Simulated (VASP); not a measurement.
# Li2O (Fm-3m) in VASP: single point with r2SCAN

Aim: the single point of Li2O with r2SCAN.

Everything below comes from runs of VASP 6.6.1. Logs are shortened: lines on timing, memory, paths and dates and some standing lists are left out, and cuts for length are marked.

## 1. The structure

It takes space group Fm-3m (No. 225, cubic). The conventional cell has a = 4.664 Å, b = 4.664 Å, c = 4.664 Å, α = 90.00°, β = 90.00°, γ = 90.00°. Around Li (site symmetry -43m) lie 4 O at 2.02 Å. Around O (site symmetry m-3m) lie 8 Li at 2.02 Å.

## 2. Single point, r2SCAN

POSCAR reads:

```
Li2O
1.0
    0.0000000000      2.3319764900      2.3319764900
    2.3319764900      0.0000000000      2.3319764900
    2.3319764900      2.3319764900      0.0000000000
Li O
2 1
Direct
    0.2500000000      0.2500000000      0.2500000000
    0.7500000000      0.7500000000      0.7500000000
    0.0000000000      0.0000000000      0.0000000000
```

INCAR.step1 reads:

```
SYSTEM = Li2O
PREC = Accurate ; ENCUT = 520
ISMEAR = -5 ; SIGMA = 0.1
LREAL = .False. ; LASPH = .True.
NELM = 100 ; NBANDS = 13
GGA = PE ; ALGO = Normal
EDIFF = 1E-4 ; LWAVE = .True.
LCHARG = .False.
```

INCAR.step2 reads:

```
SYSTEM = Li2O
PREC = Accurate ; ENCUT = 520
EDIFF = 1E-7 ; ISMEAR = -1
SIGMA = 0.1 ; LREAL = .False.
LASPH = .True. ; NELM = 100
ALGO = Normal ; ISIF = 2
LWAVE = .False. ; LCHARG = .False.
METAGGA = R2SCAN ; LMIXTAU = .True.
LORBIT = 11 ; NBANDS = 13
ISTART = 1
```

KPOINTS reads:

```
Automatic mesh
0
Gamma
  9 9 9
  0 0 0
```

Potentials or basis: VASP PAW PBE potentials, release 64 (Li_sv, O).

Launch:

```bash
$ cat potpaw_PBE.64/Li_sv/POTCAR potpaw_PBE.64/O/POTCAR > POTCAR
$ cp INCAR.step1 INCAR
$ mpirun -np 1 vasp_std > vasp.out
$ cp INCAR.step2 INCAR
$ mpirun -np 1 vasp_std > vasp.out
```

OUTCAR:

```text
SYSTEM = Li2O
   PREC = Accurate
   ENCUT = 520
   EDIFF = 1E-7
   ISMEAR = -1
   LREAL = .False.
   LASPH = .True.
   NELM = 100
   ISIF = 2
   METAGGA = R2SCAN
   LORBIT = 11
   ISTART = 1

 ion  position               nearest neighbor table
   1  0.250  0.250  0.250-   3 2.02   3 2.02   3 2.02   3 2.02   2 2.33   2 2.33   2 2.33   2 2.33
                             2 2.33   2 2.33
   2  0.750  0.750  0.750-   3 2.02   3 2.02   3 2.02   3 2.02   1 2.33   1 2.33   1 2.33   1 2.33
                             1 2.33   1 2.33
   3  0.000  0.000  0.000-   2 2.02   2 2.02   2 2.02   1 2.02   2 2.02   1 2.02   1 2.02   1 2.02

  LATTYP: Found a face centered cubic cell.
 ALAT       =     4.6639529800

  Lattice vectors:

 A1 = (   0.0000000000,   2.3319764900,   2.3319764900)
 A2 = (   2.3319764900,   0.0000000000,   2.3319764900)
 A3 = (   2.3319764900,   2.3319764900,   0.0000000000)

Analysis of symmetry for initial positions (statically):
=====================================================================
 Subroutine PRICEL returns:
 Original cell was already a primitive cell.

 Routine SETGRP: Setting up the symmetry group for a
 face centered cubic supercell.

 Subroutine GETGRP returns: Found 48 space group operations
 (whereof 48 operations were pure point group operations)
 out of a pool of 48 trial point group operations.

The static configuration has the point symmetry O_h .

Analysis of symmetry for dynamics (positions and initial velocities):
=====================================================================
 Subroutine PRICEL returns:
 Original cell was already a primitive cell.

 Routine SETGRP: Setting up the symmetry group for a
 face centered cubic supercell.

 Subroutine GETGRP returns: Found 48 space group operations
 (whereof 48 operations were pure point group operations)
 out of a pool of 48 trial point group operations.

The dynamic configuration has the point symmetry O_h .

 Subroutine INISYM returns: Found 48 space group operations
 (whereof 48 operations are pure point group operations),
 and found     1 'primitive' translations

----------------------------------------------------------------------------------------

                                     Primitive cell

  volume of cell :      25.3631

  direct lattice vectors                    reciprocal lattice vectors
     0.000000000  2.331976490  2.331976490    -0.214410395  0.214410395  0.214410395
     2.331976490  0.000000000  2.331976490     0.214410395 -0.214410395  0.214410395
     2.331976490  2.331976490  0.000000000     0.214410395  0.214410395 -0.214410395

  length of vectors
     3.297912779  3.297912779  3.297912779     0.371369698  0.371369698  0.371369698

  position of ions in fractional coordinates (direct lattice)
     0.250000000  0.250000000  0.250000000
     0.750000000  0.750000000  0.750000000
     0.000000000  0.000000000  0.000000000

  ion indices of the primitive-cell ions
   primitive index   ion index
                 1           1
                 2           2
                 3           3

----------------------------------------------------------------------------------------

 KPOINTS: Automatic mesh

Automatic generation of k-mesh.
 Grid dimensions read from file:
 generate k-points for:    9    9    9

 Generating k-lattice:

  Cartesian coordinates                     Fractional coordinates (reciprocal lattice)
    -0.023823377  0.023823377  0.023823377     0.111111111  0.000000000  0.000000000
     0.023823377 -0.023823377  0.023823377     0.000000000  0.111111111  0.000000000
     0.023823377  0.023823377 -0.023823377     0.000000000  0.000000000  0.111111111

  Length of vectors
     0.041263300  0.041263300  0.041263300

  Shift w.r.t. Gamma in fractional coordinates (k-lattice)
     0.000000000  0.000000000  0.000000000

 Subroutine IBZKPT returns following result:
 ===========================================

 Found     35 irreducible k-points:

 Following reciprocal coordinates:
            Coordinates               Weight
  0.000000  0.000000  0.000000      1.000000
  0.111111  0.000000  0.000000      8.000000
  0.222222  0.000000  0.000000      8.000000
  0.333333  0.000000  0.000000      8.000000
  0.444444  0.000000  0.000000      8.000000
  0.111111  0.111111  0.000000      6.000000
[... 16 lines left out ...]
 -0.333333  0.333333  0.000000     12.000000
  0.444444  0.444444  0.000000      6.000000
 [... further k-points ...]
   k-points           NKPTS =     35   k-points in BZ     NKDIM =     35   number of bands    NBANDS=     13
   number of dos      NEDOS =    301   number of ions     NIONS =      3
   total plane-waves  NPLWV =  21952
   dimension x,y,z NGX =    28 NGY =   28 NGZ =   28
   dimension x,y,z NGXF=    56 NGYF=   56 NGZF=   56
   ions per type =               2   1
   NGX,Y,Z   is equivalent  to a cutoff of  14.11, 14.11, 14.11 a.u.
   NGXF,Y,Z  is equivalent  to a cutoff of  28.23, 28.23, 28.23 a.u.
 SYSTEM =  Li2O
   PREC   = accura    normal or accurate (medium, high low for compatibility)
   ISTART =      1    job   : 0-new  1-cont  2-samecut
   ICHARG =      0    charge: 1-file 2-atom 10-const
   ISPIN  =      1    spin polarized calculation?
   LNONCOLLINEAR =      F non collinear calculations
   LSORBIT =      F    spin-orbit coupling
   LASPH  =      T    aspherical Exc in radial PAW
   ENCUT  =  520.0 eV  38.22 Ry    6.18 a.u.   6.13  6.13  6.13*2*pi/ulx,y,z
   NELM   =    100;   NELMIN=  2; NELMDL=  0     # of ELM steps
   EDIFF  = 0.1E-06   stopping-criterion for ELM
   LREAL  =      F    real-space projection
   EDIFFG = 0.1E-05   stopping-criterion for IOM
   NSW    =      0    number of steps for IOM
   IBRION =     -1    ionic relax: 0-MD 1-quasi-New 2-CG
   NFREE  =      0    steps in history (QN), initial steepest desc. (CG)
   ISIF   =      2    stress and relaxation
   ISYM   =      2    0-nonsym 1-usesym 2-fastsym
   POTIM  = 0.5000    time-step for ionic-motion
   TEBEG  =    0.0;   TEEND  =   0.0 temperature during run
   PSTRESS=    0.0 pullay stress
   NELECT =      12.0000    total number of electrons
   NUPDOWN=      -1.0000    fix difference up-down
   EMIN   =  10.00;   EMAX   =-10.00  energy-range for DOS
   EFERMI =   0.00;   METHOD = LEGACY
   ISMEAR =    -1;   SIGMA  =   0.10  broadening in eV -4-tet -1-fermi 0-gaus
   EFERMI_NEDOS =   21; number of points for ismear=-14 and -15
   IALGO  =     38    algorithm
   IMIX   =      4    mixing-type and parameters
     AMIX     =   0.40;   BMIX     =  1.00
     AMIX_MAG =   1.60;   BMIX_MAG =  1.00
  volume/ion in A,a.u.               =       8.45        57.05
  Fermi-wavevector in a.u.,A,eV,Ry     =   1.275658  2.410645 22.140822  1.627305
  Thomas-Fermi vector in A             =   2.408358
   LORBIT       =     11    0 simple, 1 ext, 2 COOP (PROOUT), +10 PAW based schemes
   METAGGA = R2SCAN    functional components
   LHFCALC =     F    Hartree Fock is set to
   AEXX    =    0.0000 exact exchange contribution
   IVDW    =     0    specifies the selected vdW correction
   LEPSILON=     F    determine dielectric tensor
   LRPA    =     F    only Hartree local field effects (RPA)
 non-spin polarized calculation
  energy-cutoff  :      520.00
  volume of cell :       25.36
 maximum number of plane-waves:       701
 NGX is ok and might be reduce to    28
   NGX = 13   NGY = 13   NGZ = 13

 number of electron      11.9999994 magnetization

 Free energy of the ion-electron system (eV)
  ---------------------------------------------------
  ext. energy  EPLUGINS =         0.00000000
  ---------------------------------------------------
  free energy    TOTEN  =       -16.81220610 eV

  energy without entropy =      -16.81220610  energy(sigma->0) =      -16.81220610

 E-fermi :   3.1025     XC(G=0): -10.1408

 val. band max:        0.7830511659   @ k =   0.0000   0.0000   0.0000
 cond. band min:       6.4890935969   @ k =   0.4444   0.4444   0.0000
 fundamental gap:      5.7060424309
 Fermi energy:         3.1025395241

 k-point     1 :       0.0000    0.0000    0.0000
  band No.  band energies     occupation
      1     -43.5317      2.00000
      2     -43.2414      2.00000
      3     -15.5490      2.00000
      4       0.7830      2.00000
      5       0.7831      2.00000
      6       0.7831      2.00000
      7       6.6310      0.00000
      8      13.6923      0.00000
      9      13.6923      0.00000
     10      13.6925      0.00000
     11      20.6634      0.00000
     12      20.6634      0.00000
     13      20.6636      0.00000

 k-point     2 :       0.1111    0.0000    0.0000
  band No.  band energies     occupation
      1     -43.5216      2.00000
      2     -43.2486      2.00000
      3     -15.5270      2.00000
      4       0.3925      2.00000
      5       0.7282      2.00000
      6       0.7282      2.00000
      7       6.9628      0.00000
      8      13.6907      0.00000
      9      13.8669      0.00000
     10      13.8671      0.00000
     11      19.4114      0.00000
     12      19.4116      0.00000
     13      21.0577      0.00000
[... 321 lines left out ...]
 k-point    23 :      -0.3333    0.3333    0.0000
  band No.  band energies     occupation
      1     -43.3717      2.00000
      2     -43.3713      2.00000
      3     -15.3062      2.00000
      4      -1.3280      2.00000
      5      -0.5958      2.00000
      6      -0.0704      2.00000
      7       8.7513      0.00000
      8      12.3009      0.00000
      9      14.8471      0.00000
     10      15.6797      0.00000
     11      19.2391      0.00000
     12      19.8166      0.00000
     13      24.6644      0.00000

 k-point    24 :       0.4444    0.4444    0.0000
  band No.  band energies     occupation
      1     -43.4209      2.00000
      2     -43.3206      2.00000
      3     -15.3100      2.00000
      4      -0.7445      2.00000
      5      -0.5132      2.00000
      6      -0.5132      2.00000
      7       6.4891      0.00000
      8      15.1651      0.00000
      9      15.1652      0.00000
     10      16.2202      0.00000
     11      17.2852      0.00000
     12      21.5518      0.00000
     13      25.7189      0.00000

 [... further k-points ...]

------------------------ aborting loop because EDIFF is reached ----------------------------------------

  FORCE on cell =-STRESS in cart. coord.  units (eV):
  Direction    XX          YY          ZZ          XY          YZ          ZX
  --------------------------------------------------------------------------------------
  -------------------------------------------------------------------------------------
  Total       -0.8075450     -0.8075450     -0.8075450      0.0000000     -0.0000000     -0.0000000
  in kB      -51.0122872    -51.0122872    -51.0122872      0.0000000     -0.0000000     -0.0000000
  external PRESSURE =     -51.0122872 kB  Pullay stress =       0.0000000 kB

 VOLUME and BASIS-vectors are now :
 -----------------------------------------------------------------------------
  energy-cutoff  :      520.00
  volume of cell :       25.36
      direct lattice vectors                 reciprocal lattice vectors
     0.000000000  2.331976490  2.331976490    -0.214410395  0.214410395  0.214410395
     2.331976490  0.000000000  2.331976490     0.214410395 -0.214410395  0.214410395
     2.331976490  2.331976490  0.000000000     0.214410395  0.214410395 -0.214410395

 POSITION                                       TOTAL-FORCE (eV/Angst)
 -----------------------------------------------------------------------------------
      1.16599      1.16599      1.16599        -0.000000     -0.000000     -0.000000
      3.49796      3.49796      3.49796         0.000000      0.000000      0.000000
      0.00000      0.00000      0.00000         0.000000     -0.000000      0.000000
 -----------------------------------------------------------------------------------
    total drift:                                0.000000      0.000000      0.000000

  FREE ENERGIE OF THE ION-ELECTRON SYSTEM (eV)
  ---------------------------------------------------
  free  energy   TOTEN  =       -16.8122060985 eV

  energy  without entropy=      -16.8122060985  energy(sigma->0) =      -16.81220610

 total charge

# of ion       s       p       d       tot
------------------------------------------
    1        2.030   0.034   0.000   2.064
    2        2.030   0.034   0.000   2.064
    3        1.537   3.511   0.000   5.048
--------------------------------------------------
tot          5.597   3.578   0.000   9.176
```

Wall time 41 s (1 thread of Intel Xeon 6975P-C (Granite Rapids), shared host); peak memory 0.15 GiB.

What came out:

| Property | Result |
| --- | --- |
| Free energy | -16.8122 eV |
| Band gap on the k mesh | 5.71 eV, indirect (least direct gap 5.85 eV) |
| Valence electrons inside the program's atomic spheres | Li 2.06; O 5.05 |

Caveat: the cutoff is under 1.25 times the usual one of these potentials, so pressure, stress and relaxed cells hold a basis-set (Pulay) error; the PAW data sets were made with another functional, which shifts forces and pressure a little; an odd mesh through Γ misses points on the zone boundary, where band edges often lie. r2SCAN opens gaps a little over a GGA but as a rule still falls short of measured ones.
